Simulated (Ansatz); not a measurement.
# W: zone-centre modes

All numbers below come from DFT PBE, scalar-relativistic, plane waves, PAW in Ansatz. Settings: plane waves to 420 eV, k-mesh 22×22×14 (Γ-centred), Gaussian smearing 0.15 eV. Spin–orbit coupling is left out, which can shift energies with elements as heavy as these. No spin polarisation.

Zero of the scan (relaxed at this level):

```yaml
crystal:
  lattice:
    - [-1.59178, 1.59178, 1.59178]
    - [1.59178, -1.59178, 1.59178]
    - [3.18356, 3.18356, 0.00000]
  atoms:
    - { symbol: W, position: [0.00000, 0.00000, 0.00000] }
    - { symbol: W, position: [0.50000, 0.50000, 0.50000] }
```

Harmonic modes by finite displacements of 0.02 Å, without the LO–TO term. The cell doubles the primitive one, so its zone centre also holds the primitive cell's point q = (0, 0, 1/2).

Q: At this geometry, is the structure stable against these modes?

A: Yes: no mode is imaginary beyond 10 cm⁻¹, and only the three translations lie near zero.

Q: List the wavenumbers in cm⁻¹.

A: 0, 0, 0, 125, 146, 216.

Cost: 1 run of about 1.8 core-minutes, on AMD EPYC 7R43 (Zen 3) (shared hosts).